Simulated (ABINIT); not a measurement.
# Mn (P6_3/mmc) in ABINIT: band structure with PBEsol

Aim: the band structure of Mn with PBEsol.

Everything below comes from runs of ABINIT 10.8.3 (patched build). Logs are shortened: lines on timing, memory, paths and dates and some standing lists are left out, and cuts for length are marked. The log counts tension as positive stress, the text compression.

## (1) The structure

It takes space group P6_3/mmc (No. 194, hexagonal). The conventional cell has a = 2.484 Å, b = 2.484 Å, c = 4.026 Å, α = 90.00°, β = 90.00°, γ = 120.00°. Around Mn (site symmetry -6m2) lie 12 Mn at 2.47 to 2.48 Å.

This isn't the form of Mn at room conditions, which is a 58-atom cubic cell.

## (2) Band structure, PBEsol, collinear spin, ferromagnetic start

The input, run.abi:

```
ndtset 2

pp_dirpath "./"
pseudos "Mn.GGA_PBE-JTH.xml"

acell 3*1.0
rprim
     4.6934102968     0.0000000000     0.0000000000
    -2.3467051485     4.0646125475     0.0000000000
     0.0000000000     0.0000000000     7.6084058743
ntypat 1
znucl 25
natom 2
typat 1 1
xred
     0.3333333333     0.6666666667     0.2500000000
     0.6666666667     0.3333333333     0.7500000000

ecut 26.0
pawecutdg 48.0
pawxcdev 0

ixc -116133

occopt 3
tsmear 0.00183747

nsppol 2
spinat
     0.0000000000     0.0000000000     4.0000000000
     0.0000000000     0.0000000000     4.0000000000

nstep 100

iomode 3
prtwf 0
prteig 0
prtebands 0
enunit 1
prtden1 1
prtvha1 1
prtvclmb1 1
prtpot1 1

kptopt1 1
ngkpt1 12 12 7
nshiftk1 1
shiftk1 0.0 0.0 0.0
nband1 21
tolvrs1 1.0e-9

iscf2 -2
getden2 1
nband2 27
nbdbuf2 4
tolwfr2 1.0e-11
kptopt2 -7
ndivsm2 5
prteig2 1
kptbounds2
     0.0000000000     0.0000000000     0.0000000000
     0.5000000000     0.0000000000     0.0000000000
     0.3333333333     0.3333333333     0.0000000000
     0.0000000000     0.0000000000     0.0000000000
     0.0000000000     0.0000000000     0.5000000000
     0.5000000000     0.0000000000     0.5000000000
     0.3333333333     0.3333333333     0.5000000000
     0.0000000000     0.0000000000     0.5000000000
```

Potentials or basis: JTH PAW PBE v2.0.

The run is started by

```
$ abinit run.abi > log 2>&1
```

run.abo:

```text
.Version 10.8.3 of ABINIT
 DATASET    1 : space group P6_3/m m c (#194); Bravais hP (primitive hexag.)
================================================================================
 Values of the parameters that define the memory need for DATASET  1.
     intxc =       0    ionmov =       0      iscf =      17    lmnmax =      18
     lnmax =       6     mgfft =      36  mpssoang =       3    mqgrid =    3001
     natom =       2  nloc_mem =       2    nspden =       2   nspinor =       1
    nsppol =       2      nsym =      24    n1xccc =       1    ntypat =       1
    occopt =       3   xclevel =       2
       mpw =         942          nfft =       20736          nkpt =          76
 PAW method is used; the additional fine FFT grid is defined by:
   mgfftf=        48    nfftf =     43200
================================================================================
================================================================================

 DATASET    2 : space group P6_3/m m c (#194); Bravais hP (primitive hexag.)
================================================================================
 Values of the parameters that define the memory need for DATASET  2.
     intxc =       0    ionmov =       0      iscf =      -2    lmnmax =      18
     lnmax =       6     mgfft =      36  mpssoang =       3    mqgrid =    3001
     natom =       2  nloc_mem =       2    nspden =       2   nspinor =       1
    nsppol =       2      nsym =      24    n1xccc =       1    ntypat =       1
    occopt =       3   xclevel =       2
       mpw =         942          nfft =       20736          nkpt =          56
 PAW method is used; the additional fine FFT grid is defined by:
   mgfftf=        48    nfftf =     43200
================================================================================
================================================================================

--------------------------------------------------------------------------------
------------- Echo of variables that govern the present computation ------------
--------------------------------------------------------------------------------
 -outvars: echo values of preprocessed input variables --------
            acell      1.0000000000E+00  1.0000000000E+00  1.0000000000E+00 Bohr
              amu      5.49380500E+01
             ecut      2.60000000E+01 Hartree
           enunit           1
           getden1          0
           getden2          1
             iscf1         17
             iscf2         -2
                       outvar_i_n : Printing only first  50 k-points.
              ixc     -116133
           jdtset        1    2
[... 1942 lines left out ...]
 kpt#  54, nband= 27, wtk=  1.00000, kpt=  0.0606  0.0606  0.5000 (reduced coord)
 -68.63161  -68.63161  -37.52627  -37.52627  -37.22122  -37.22122  -37.19383  -37.19383
   4.59465    4.59465    8.38592    8.38592    9.13174    9.13174    9.36987    9.36987
  11.35855   11.35855   11.53874   11.53874   27.01275   27.01275   31.14288   31.14288
  34.50432   34.50433   36.40159
 kpt#  55, nband= 27, wtk=  1.00000, kpt=  0.0303  0.0303  0.5000 (reduced coord)
 -68.63954  -68.63954  -37.51867  -37.51867  -37.19069  -37.19069  -37.18299  -37.18299
   4.34114    4.34114    8.56343    8.56343    9.16699    9.16699    9.21719    9.21719
  11.37913   11.37913   11.42566   11.42566   26.83337   26.83337   31.79106   31.79106
  36.25581   36.25955   36.73627
 kpt#  56, nband= 27, wtk=  1.00000, kpt=  0.0000  0.0000  0.5000 (reduced coord)
 -68.64228  -68.64228  -37.51673  -37.51673  -37.17932  -37.17932  -37.17932  -37.17932
   4.25287    4.25287    8.64139    8.64139    9.16533    9.16533    9.16533    9.16533
  11.38726   11.38726   11.38726   11.38726   26.77241   26.77241   31.97958   31.97958
  37.14166   37.14166   37.14166
 Eigenvalues (   eV  ) for nkpt=  56  k points, SPIN DOWN:
 kpt#   1, nband= 27, wtk=  1.00000, kpt=  0.0000  0.0000  0.0000 (reduced coord)
 -68.72335  -68.56025  -37.90325  -37.23179  -37.23179  -37.12665  -37.12665  -37.11830
   1.94177    5.74340    9.21350    9.24429    9.24429    9.71527    9.71527   10.24906
  10.24906   10.85285   11.81318   11.81318   19.40538   31.12473   34.44896   34.48909
  36.36591   36.36593   37.23203
 kpt#   2, nband= 27, wtk=  1.00000, kpt=  0.0556  0.0000  0.0000 (reduced coord)
 -68.71920  -68.55830  -37.89540  -37.24913  -37.23737  -37.14463  -37.12921  -37.12121
   2.05793    5.82604    9.01545    9.31546    9.41456    9.67369    9.77884   10.10966
  10.19911   10.37868   11.83638   12.47791   19.40522   30.87825   33.72780   34.50061
  34.97820   35.84916   38.11923
 kpt#   3, nband= 27, wtk=  1.00000, kpt=  0.1111  0.0000  0.0000 (reduced coord)
 -68.70715  -68.55278  -37.87236  -37.29918  -37.25322  -37.19601  -37.13681  -37.13001
   2.39930    6.05687    8.75349    9.40274    9.50904    9.52421    9.66701    9.96455
  10.06424   10.17816   11.89455   13.54314   19.40813   29.80974   32.60346   33.30556
  34.56470   35.90177   36.25751
 kpt#   4, nband= 27, wtk=  1.00000, kpt=  0.1667  0.0000  0.0000 (reduced coord)
 -68.68838  -68.54459  -37.83567  -37.37624  -37.27693  -37.27356  -37.14894  -37.14485
[... 249 lines left out ...]
 -68.63161  -68.63161  -37.52627  -37.52627  -37.22122  -37.22122  -37.19383  -37.19383
   4.59465    4.59465    8.38592    8.38592    9.13174    9.13174    9.36987    9.36987
  11.35855   11.35855   11.53874   11.53874   27.01275   27.01275   31.14288   31.14288
  34.50432   34.50433   36.40159
 kpt#  55, nband= 27, wtk=  1.00000, kpt=  0.0303  0.0303  0.5000 (reduced coord)
 -68.63954  -68.63954  -37.51867  -37.51867  -37.19069  -37.19069  -37.18299  -37.18299
   4.34114    4.34114    8.56343    8.56343    9.16698    9.16698    9.21719    9.21719
  11.37913   11.37913   11.42566   11.42566   26.83337   26.83337   31.79106   31.79106
  36.25581   36.25955   36.73627
 kpt#  56, nband= 27, wtk=  1.00000, kpt=  0.0000  0.0000  0.5000 (reduced coord)
 -68.64228  -68.64228  -37.51673  -37.51673  -37.17932  -37.17932  -37.17932  -37.17932
   4.25287    4.25287    8.64139    8.64139    9.16533    9.16533    9.16533    9.16533
  11.38726   11.38726   11.38726   11.38726   26.77241   26.77241   31.97958   31.97958
  37.14166   37.14166   37.14166

== END DATASET(S) ==============================================================
================================================================================

 -outvars: echo values of variables after computation  --------
            acell      1.0000000000E+00  1.0000000000E+00  1.0000000000E+00 Bohr
           etotal1    -2.0949314411E+02
            fcart1     0.0000000000E+00 -1.3249209816E-28 -0.0000000000E+00
                       0.0000000000E+00  1.3249209816E-28 -0.0000000000E+00
            rprim      4.6934102968E+00  0.0000000000E+00  0.0000000000E+00
                      -2.3467051485E+00  4.0646125475E+00  0.0000000000E+00
                       0.0000000000E+00  0.0000000000E+00  7.6084058743E+00
           strten1     3.3719409069E-04  3.3719408700E-04  3.5036662815E-04
                       0.0000000000E+00  0.0000000000E+00  2.0992782106E-12
           xangst     -3.5278374482E-11  1.4339335532E+00  1.0065487493E+00
                       1.2418228844E+00  7.1696677661E-01  3.0196462479E+00
             xred      3.3333333333E-01  6.6666666667E-01  2.5000000000E-01
                       6.6666666667E-01  3.3333333333E-01  7.5000000000E-01
 Calculation completed.
```

Wall time 2.9 min (1 thread of Arm Neoverse V1, shared host); peak memory 0.2 GiB.

Results:

```yaml
Free_energy: -5700.5989 eV
Pressure: -10.0 GPa
Band_gap_on_the_k_mesh: none (metal or under the smearing width)
Net_moment: 0.00 μB per cell
Valence_electrons_inside_the_program's_atomic_spheres: Mn 13.40 (radii [1.1176] Å)
```

Levels at the corners of the path, in eV from the Fermi level:
Spin up:
```tsv
point	band 12	band 13	band 14	band 15	band 16	band 17	band 18	band 19
Γ	-0.94	-0.94	-0.47	-0.47	0.07	0.07	0.67	1.63
M	-1.36	-1.14	-0.94	-0.42	1.85	1.98	2.06	3.59
K	-2.66	-1.39	-1.39	-0.07	1.47	1.47	1.64	6.50
Γ	-0.94	-0.94	-0.47	-0.47	0.07	0.07	0.67	1.63
A	-1.54	-1.02	-1.02	-1.02	-1.02	1.20	1.20	1.20
L	-2.64	0.20	0.20	0.85	0.85	1.97	1.97	3.17
H	-2.74	-1.60	-1.60	0.03	0.03	1.70	1.70	7.75
A	-1.54	-1.02	-1.02	-1.02	-1.02	1.20	1.20	1.20
```
Spin down:
```csv
point,band 13,band 14,band 15,band 16,band 17,band 18
Γ,-0.94,-0.47,-0.47,0.07,0.07,0.67
M,-1.14,-0.94,-0.42,1.85,1.98,2.06
K,-1.39,-1.39,-0.07,1.47,1.47,1.64
Γ,-0.94,-0.47,-0.47,0.07,0.07,0.67
A,-1.02,-1.02,-1.02,-1.02,1.20,1.20
L,0.20,0.20,0.85,0.85,1.97,1.97
H,-1.60,-1.60,0.03,0.03,1.70,1.70
A,-1.02,-1.02,-1.02,-1.02,1.20,1.20
```

Caveat: the starting moments collapsed, and a magnetic state may lie lower; the PAW data sets were made with another functional, which shifts forces and pressure a little.
